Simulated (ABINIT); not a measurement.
# ZnS (F-43m) in ABINIT: settings compared

One crystal, ZnS, is run at these levels: PBE, r2SCAN, LDA; tasks: single point.

Program: ABINIT 10.8.3 (patched build). These are calculated values, not measurements. Logs are shortened: lines on timing, memory, paths and dates and some standing lists are left out, and cuts for length are marked. The log counts tension as positive stress, the text compression.

**Measured values to compare with.**

“Electronic, vibrational, and thermodynamic properties of ZnS (zincblende and rocksalt structure)”, 2009, arxiv:0911.5022 quotes, for a bulk crystal of ZnS at 19 K: band gap 3.85 eV (direct).

The results are compared with them further down.

## 1. Starting point

The structure is cubic, space group F-43m (No. 216). The conventional cell has a = 5.404 Å, b = 5.404 Å, c = 5.404 Å, α = 90.00°, β = 90.00°, γ = 90.00°. Zn (site symmetry -43m) is surrounded by 4 S at 2.34 Å. Around S (site symmetry -43m) lie 4 Zn at 2.34 Å.

## 2. Single point, PBE

The input, run.abi:

```
# Pseudopotentials
pp_dirpath "./"
pseudos "Zn.GGA_PBE-JTH.xml, S.GGA_PBE-JTH.xml"

# Structure
acell 3.8212050455 3.8212050455 3.8212050455 Angstrom
rprim
     0.0000000000     0.7071067812     0.7071067812
     0.7071067812     0.0000000000     0.7071067812
     0.7071067812     0.7071067812     0.0000000000
ntypat 2
znucl 30 16
natom 2
typat 1 2
xred
     0.7500000000     0.7500000000     0.7500000000
     0.0000000000     0.0000000000     0.0000000000

# Plane-wave basis
ecut 20.0
pawecutdg 40.0

# k points
kptopt 1
ngkpt 12 12 12
nshiftk 1
shiftk 0.0 0.0 0.0

# Exchange and correlation
ixc 11

# Bands and occupations
nband 13
occopt 3
tsmear 0.05 eV

# SCF cycle
nstep 100
tolvrs 1.0e-9

# Output
iomode 3
prtwf 0
prtden 0
prteig 0
prtebands 0
```

Potentials or basis: JTH PAW PBE v2.0.

Started as:

```console
$ abinit run.abi > log 2>&1
```

run.abo:

```text
.Version 10.8.3 of ABINIT
 Symmetries : space group F-4 3 m (#216); Bravais cF (face-center cubic)
================================================================================
 Values of the parameters that define the memory need of the present run
     intxc =       0    ionmov =       0      iscf =      17    lmnmax =      18
     lnmax =       6     mgfft =      30  mpssoang =       3    mqgrid =    3001
     natom =       2  nloc_mem =       2    nspden =       1   nspinor =       1
    nsppol =       1      nsym =      24    n1xccc =       1    ntypat =       2
    occopt =       3   xclevel =       2
       mpw =        1154          nfft =       27000          nkpt =          72
 PAW method is used; the additional fine FFT grid is defined by:
   mgfftf=        45    nfftf =     91125
================================================================================
================================================================================

--------------------------------------------------------------------------------
------------- Echo of variables that govern the present computation ------------
--------------------------------------------------------------------------------
 -outvars: echo values of preprocessed input variables --------
            acell      7.2210310069E+00  7.2210310069E+00  7.2210310069E+00 Bohr
              amu      6.53900000E+01  3.20660000E+01
             ecut      2.00000000E+01 Hartree
                       outvar_i_n : Printing only first  50 k-points.
              ixc          11
                       outvar_i_n : Printing only first  50 k-points.
         kptrlatt       12    0    0      0   12    0      0    0   12
          kptrlen      8.66523721E+01
            natom           2
            nband          13
            ngfft          30      30      30
          ngfftdg          45      45      45
             nkpt          72
            nstep         100
             nsym          24
           ntypat           2
                       prtocc : prtvol=0, do not print more k-points.
           occopt           3
        pawecutdg      4.00000000E+01 Hartree
         pawxcdev           0
           prtden           0
        prtebands           0
           prteig           0
            prtwf           0
            rprim      0.0000000000E+00  7.0710678120E-01  7.0710678120E-01
                       7.0710678120E-01  0.0000000000E+00  7.0710678120E-01
                       7.0710678120E-01  7.0710678120E-01  0.0000000000E+00
          spgroup         216
           tolvrs      1.00000000E-09
           tsmear      1.83746611E-03 Hartree
            typat      1  2
           useylm           1
                       outvars : Printing only first  50 k-points.
           xangst      4.0530000000E+00  4.0530000000E+00  4.0530000000E+00
                       0.0000000000E+00  0.0000000000E+00  0.0000000000E+00
            xcart      7.6590599884E+00  7.6590599884E+00  7.6590599884E+00
                       0.0000000000E+00  0.0000000000E+00  0.0000000000E+00
             xred      7.5000000000E-01  7.5000000000E-01  7.5000000000E-01
                       0.0000000000E+00  0.0000000000E+00  0.0000000000E+00
            znucl       30.00000   16.00000

================================================================================

 chkinp: Checking input parameters for consistency.

================================================================================
== DATASET  1 ==================================================================

--- !DatasetInfo
iteration_state: {dtset: 1, }
dimensions: {natom: 2, nkpt: 72, mband: 13, nsppol: 1, nspinor: 1, nspden: 1, mpw: 1154, }
cutoff_energies: {ecut:  20.0, pawecutdg:  40.0, }
electrons: {nelect:   1.80000000E+01, charge:   0.00000000E+00, occopt:   3.00000000E+00, tsmear:   1.83746611E-03, }
meta: {optdriver: 0, ionmov: 0, optcell: 0, iscf: 17, paral_kgb: 0, }
...

 Exchange-correlation functional for the present dataset will be:
  GGA: Perdew-Burke-Ernzerhof functional - ixc=11
  J.P.Perdew, K.Burke, M.Ernzerhof, PRL 77, 3865 (1996)

 Real(R)+Recip(G) space primitive vectors, cartesian coordinates (Bohr,Bohr^-1):
 R(1)=  0.0000000  5.1060400  5.1060400  G(1)= -0.0979232  0.0979232  0.0979232
 R(2)=  5.1060400  0.0000000  5.1060400  G(2)=  0.0979232 -0.0979232  0.0979232
 R(3)=  5.1060400  5.1060400  0.0000000  G(3)=  0.0979232  0.0979232 -0.0979232
 Unit cell volume ucvol=  2.6624572E+02 bohr^3
 Angles (23,13,12)=  6.00000000E+01  6.00000000E+01  6.00000000E+01 degrees

 Coarse grid specifications (used for wave-functions):

 getcut: wavevector=  0.0000  0.0000  0.0000  ngfft=  30  30  30
         ecut(hartree)=     20.000   => boxcut(ratio)=   2.06597

 Fine grid specifications (used for densities):

[... 56 lines left out ...]
 ETOT 25  -74.694989768943     9.408E-12 8.459E-06 9.934E-09
 ETOT 26  -74.694989768925     1.847E-11 7.823E-06 1.472E-09
 ETOT 27  -74.694989768929    -4.832E-12 4.401E-06 8.210E-10

 At SCF step   27       nres2   =  8.21E-10 < tolvrs=  1.00E-09 =>converged.

 Cartesian components of stress tensor (hartree/bohr^3)
  sigma(1 1)= -3.70603499E-05  sigma(3 2)=  0.00000000E+00
  sigma(2 2)= -3.70603499E-05  sigma(3 1)=  0.00000000E+00
  sigma(3 3)= -3.70603499E-05  sigma(2 1)=  0.00000000E+00

--- !ResultsGS
iteration_state: {dtset: 1, }
comment   : Summary of ground state results
lattice_vectors:
- [  0.0000000,   5.1060400,   5.1060400, ]
- [  5.1060400,   0.0000000,   5.1060400, ]
- [  5.1060400,   5.1060400,   0.0000000, ]
lattice_lengths: [   7.22103,    7.22103,    7.22103, ]
lattice_angles: [ 60.000,  60.000,  60.000, ] # degrees, (23, 13, 12)
lattice_volume:   2.6624572E+02
convergence: {deltae: -4.832E-12, res2:  8.210E-10, residm:  4.401E-06, diffor: null, }
etotal    :  -7.46949898E+01
entropy   :   0.00000000E+00
fermie    :   2.35586647E-01
cartesian_stress_tensor: # hartree/bohr^3
- [ -3.70603499E-05,   0.00000000E+00,   0.00000000E+00, ]
- [  0.00000000E+00,  -3.70603499E-05,   0.00000000E+00, ]
- [  0.00000000E+00,   0.00000000E+00,  -3.70603499E-05, ]
pressure_GPa:   1.0904E+00
xred      :
- [  7.5000E-01,   7.5000E-01,   7.5000E-01, Zn]
- [  0.0000E+00,   0.0000E+00,   0.0000E+00,  S]
cartesian_forces: # hartree/bohr
- [ -3.29590694E-30,  -3.29590694E-30,   9.88772082E-30, ]
- [  3.29590694E-30,   3.29590694E-30,  -9.88772082E-30, ]
force_length_stats: {min:   1.09312867E-29, max:   1.09312867E-29, mean:   1.09312867E-29, }
...

 Integrated electronic density in atomic spheres:
 ------------------------------------------------
 Atom  Sphere_radius  Integrated_density
    1        2.30770         10.78926944
    2        1.90380          3.60819644

================================================================================

 ----iterations are completed or convergence reached----

 Mean square residual over all n,k,spin=   84.036E-10; max=  44.007E-07
 reduced coordinates (array xred) for    2 atoms
       0.750000000000      0.750000000000      0.750000000000
       0.000000000000      0.000000000000      0.000000000000
 rms dE/dt=  4.7600E-29; max dE/dt=  6.7316E-29; dE/dt below (all hartree)
    1      -0.000000000000     -0.000000000000      0.000000000000
    2       0.000000000000      0.000000000000      0.000000000000

 cartesian coordinates (angstrom) at end:
    1      4.05300000004306     4.05300000004306     4.05300000004306
    2      0.00000000000000     0.00000000000000     0.00000000000000

 cartesian forces (hartree/bohr) at end:
    1     -0.00000000000000    -0.00000000000000     0.00000000000000
    2      0.00000000000000     0.00000000000000    -0.00000000000000
 frms,max,avg= 6.3111813E-30 9.8877208E-30   0.000E+00  0.000E+00  0.000E+00 h/b

 cartesian forces (eV/Angstrom) at end:
    1     -0.00000000000000    -0.00000000000000     0.00000000000000
    2      0.00000000000000     0.00000000000000    -0.00000000000000
 frms,max,avg= 3.2453399E-28 5.0844705E-28   0.000E+00  0.000E+00  0.000E+00 e/A
 length scales=  7.221031006932  7.221031006932  7.221031006932 bohr
              =  3.821205045500  3.821205045500  3.821205045500 angstroms
 Fermi (or HOMO) energy (hartree) =   0.23559   Average Vxc (hartree)=  -0.34382
 Eigenvalues (hartree) for nkpt=  72  k points:
 kpt#   1, nband= 13, wtk=  0.00058, kpt=  0.0000  0.0000  0.0000 (reduced coord)
  -0.28810   -0.03783   -0.03783   -0.03783   -0.01949   -0.01949    0.19502    0.19502
   0.19502    0.27205    0.42908    0.42908    0.42908
      occupation numbers for kpt#   1
   2.00000    2.00000    2.00000    2.00000    2.00000    2.00000    2.00000    2.00000
   2.00000    0.00000    0.00000    0.00000    0.00000
 prteigrs : prtvol=0 or 1, do not print more k-points.

--- !EnergyTerms
iteration_state     : {dtset: 1, }
comment             : Components of total free energy in Hartree
kinetic             :  1.10203605929746E+01
hartree             :  2.12182524807027E+01
xc                  : -5.44057161327017E+00
Ewald energy        : -4.60608394397176E+01
psp_core            :  7.76162073137038E-01
local_psp           : -7.44820607076932E+01
PAW spherical_terms :  1.82737200303700E+01
internal            : -7.46949765834967E+01
'-kT*entropy'       : -2.35674766931781E-13
total_energy        : -7.46949765834969E+01
total_energy_eV     : -2.03255385844804E+03
...

--- !EnergyTermsDC
iteration_state     : {dtset: 1, }
comment             : '"Double-counting" decomposition of free energy'
band_energy         : -1.31075880396257E-01
Ewald energy        : -4.60608394397176E+01
psp_core            :  7.76162073137038E-01
xc_dc               : -2.07392313998744E+01
PAW spherical_terms : -8.54000512207796E+00
internal            : -7.46949897689292E+01
'-kT*entropy'       : -2.35674766931781E-13
total_energy_dc     : -7.46949897689295E+01
total_energy_dc_eV  : -2.03255421724194E+03
...

--- !EnergyTermsWithPAWCore
iteration_state     : {dtset: 1, }
comment             : 'Components of total free energy, including PAW core contributions'
Total energy        : -2.19531547574238E+03
Total energy DC     : -2.19531548892781E+03
Total energy (eV)   : -5.97375773422055E+04
Total energy DC (eV): -5.97375777009994E+04
...

 Cartesian components of stress tensor (hartree/bohr^3)
  sigma(1 1)= -3.70603499E-05  sigma(3 2)=  0.00000000E+00
  sigma(2 2)= -3.70603499E-05  sigma(3 1)=  0.00000000E+00
  sigma(3 3)= -3.70603499E-05  sigma(2 1)=  0.00000000E+00

-Cartesian components of stress tensor (GPa)         [Pressure=  1.0904E+00 GPa]
- sigma(1 1)= -1.09035314E+00  sigma(3 2)=  0.00000000E+00
- sigma(2 2)= -1.09035314E+00  sigma(3 1)=  0.00000000E+00
- sigma(3 3)= -1.09035314E+00  sigma(2 1)=  0.00000000E+00

== END DATASET(S) ==============================================================
================================================================================

 -outvars: echo values of variables after computation  --------
            acell      7.2210310069E+00  7.2210310069E+00  7.2210310069E+00 Bohr
           etotal     -7.4694989769E+01
            fcart     -3.2959069397E-30 -3.2959069397E-30  9.8877208190E-30
                       3.2959069397E-30  3.2959069397E-30 -9.8877208190E-30
            rprim      0.0000000000E+00  7.0710678120E-01  7.0710678120E-01
                       7.0710678120E-01  0.0000000000E+00  7.0710678120E-01
                       7.0710678120E-01  7.0710678120E-01  0.0000000000E+00
           strten     -3.7060349887E-05 -3.7060349887E-05 -3.7060349887E-05
                       0.0000000000E+00  0.0000000000E+00  0.0000000000E+00
           xangst      4.0530000000E+00  4.0530000000E+00  4.0530000000E+00
                       0.0000000000E+00  0.0000000000E+00  0.0000000000E+00
             xred      7.5000000000E-01  7.5000000000E-01  7.5000000000E-01
                       0.0000000000E+00  0.0000000000E+00  0.0000000000E+00
 Calculation completed.
```

It took 62 s on 1 thread of Intel Xeon Platinum 8488C (Sapphire Rapids), shared host; peak memory 0.13 GiB.

Results:

```yaml
Free_energy: -2032.5542 eV
Band_gap_on_the_k_mesh: 2.10 eV, direct
Valence_electrons_inside_the_program's_atomic_spheres: Zn 10.79; S 3.61
```

Caveat: the cutoff is too short for stress, so the log's stress isn't used.

## 3. Single point, r2SCAN

The input, run.abi:

```
# Pseudopotentials
pp_dirpath "./"
pseudos "Zn.GGA_PBE-JTH.xml, S.GGA_PBE-JTH.xml"

# Structure
acell 3*1.0
rprim
     0.0000000000     5.1060399887     5.1060399887
     5.1060399887     0.0000000000     5.1060399887
     5.1060399887     5.1060399887     0.0000000000
ntypat 2
znucl 30 16
natom 2
typat 1 2
xred
     0.7500000000     0.7500000000     0.7500000000
     0.0000000000     0.0000000000     0.0000000000

# Plane-wave basis
ecut 24.0
pawecutdg 46.0

# k points
kptopt 1
ngkpt 5 5 5
nshiftk 1
shiftk 0.0 0.0 0.0

# Exchange and correlation
ixc -497498
usekden 1
pawxcdev 0

# Bands and occupations
nband 13
occopt 3
tsmear 0.05 eV

# SCF cycle
nstep 100
tolvrs 1.0e-7

# Output
iomode 3
prtwf 0
prtden 0
prteig 0
prtebands 0
prtvol 2
```

Potentials or basis: JTH PAW PBE v2.0.

Started as:

```console
$ abinit run.abi > log 2>&1
```

Wall time 40 s (1 thread of Intel Xeon Platinum 8488C (Sapphire Rapids), shared host); peak memory 0.14 GiB.

The run converged. Its results:

* Free energy: -1791.3782 eV
* Pressure: -0.5 GPa
* Band gap on the k mesh: 2.64 eV, direct
* Valence electrons inside the program's atomic spheres: Zn 10.78; S 3.61

Levels at points of the mesh, in eV from the valence-band top:
```tsv
k point	band 7	band 8	band 9	band 10	band 11	band 12
(0.00, 0.00, 0.00)	0.00	0.00	0.00	2.64	6.87	6.87
```

Caveat: totals of a meta-GGA on PAW files have another zero than those of a GGA; the PAW data sets were made with another functional, which shifts forces and pressure a little.

## 4. Single point, LDA

The input, run.abi:

```
# Pseudopotentials
pp_dirpath "./"
pseudos "Zn.LDA_PW-JTH.xml, S.LDA_PW-JTH.xml"

# Structure
acell 7.2210310021 7.2210310021 7.2210310021
rprim
     0.0000000000     0.7071067812     0.7071067812
     0.7071067812     0.0000000000     0.7071067812
     0.7071067812     0.7071067812     0.0000000000
ntypat 2
znucl 30 16
natom 2
typat 1 2
xred
     0.7500000000     0.7500000000     0.7500000000
     0.0000000000     0.0000000000     0.0000000000

# Plane-wave basis
ecut 544.227725 eV
pawecutdg 40.0

# k points
kptopt 1
ngkpt 12 12 12
nshiftk 1
shiftk 0.0 0.0 0.0

# Exchange and correlation
ixc 7

# Bands and occupations
nband 13
occopt 3
tsmear 0.05 eV

# SCF cycle
nstep 100
tolvrs 1.0e-9

# Output
iomode 3
prtwf 0
prtden 0
prteig 0
prtebands 0
enunit 2
```

Potentials or basis: JTH PAW LDA v2.0.

Started as:

```console
$ abinit run.abi > log 2>&1
```

Wall time 70 s (1 thread of Intel Xeon Platinum 8488C (Sapphire Rapids), shared host); peak memory 0.12 GiB.

It converged, with:

| Quantity | Value |
| --- | --- |
| Free energy | -2039.4331 eV |
| Band gap on the k mesh | 1.84 eV, direct |
| Valence electrons inside the program's atomic spheres | Zn 10.81; S 3.59 |

Levels at points of the mesh, in eV from the valence-band top:
```
           k point  band 7  band 8  band 9  band 10  band 11  band 12
(0.00, 0.00, 0.00)    0.00    0.00    0.00     1.84     6.22     6.22
(0.50, 0.00, 0.00)   -5.39   -0.88   -0.88     3.08     6.76     6.76
(0.50, 0.50, 0.00)   -4.67   -2.25   -2.25     3.18     3.88    10.69
```

Caveat: the cutoff is too short for stress, so the log's stress isn't used.

## 5. The runs side by side

| level | potentials or basis | k mesh | cutoff (eV) | fine-grid cutoff | gap on the mesh (eV) |
| --- | --- | --- | --- | --- | --- |
| PBE | JTH PAW PBE v2.0 | 12 × 12 × 12 | 544 | 1088.46 eV | 2.10 |
| r2SCAN | JTH PAW PBE v2.0 | 5 × 5 × 5 | 653 | 1251.72 eV | 2.64 |
| LDA | JTH PAW LDA v2.0 | 12 × 12 × 12 | 544 | 1088.46 eV | 1.84 |

Alike in all rows: task single point; no spin polarisation; cell as given; smearing fermi-dirac 0.05 eV.

Caveats: totals of a meta-GGA on PAW files have another zero than those of a GGA (some runs); the PAW data sets were made with another functional, which shifts forces and pressure a little (some runs).

Total energies depend on the potentials used, so only differences within one code and one set of settings carry meaning.

## 6. Against experiment

Step 2. Measured gap of ZnS: 3.85 eV (direct; 19 K; quoted in “Electronic, vibrational, and thermodynamic properties of ZnS (zincblende and rocksalt structure)”, 2009, arxiv:0911.5022). This calculation gives 2.10 eV (-1.75 eV). The value is that of PBE on a finite k mesh, which can miss the band edges, without temperature or zero-point motion. Semilocal functionals fall short of measured gaps as a rule.

Step 3. Against the measured gap of ZnS, 3.85 eV (direct; 19 K; quoted in “Electronic, vibrational, and thermodynamic properties of ZnS (zincblende and rocksalt structure)”, 2009, arxiv:0911.5022), the calculated 2.64 eV is off by -1.21 eV. The value is that of r2SCAN, without temperature or zero-point motion.

Step 4. Measured gap of ZnS: 3.85 eV (direct; 19 K; quoted in “Electronic, vibrational, and thermodynamic properties of ZnS (zincblende and rocksalt structure)”, 2009, arxiv:0911.5022). This calculation gives 1.84 eV (-2.01 eV). So large a miss can be the level of theory's own, or it may mean another phase, state or a wrong row. The value is that of LDA on a finite k mesh, which can miss the band edges, without temperature or zero-point motion. Semilocal functionals fall short of measured gaps as a rule.
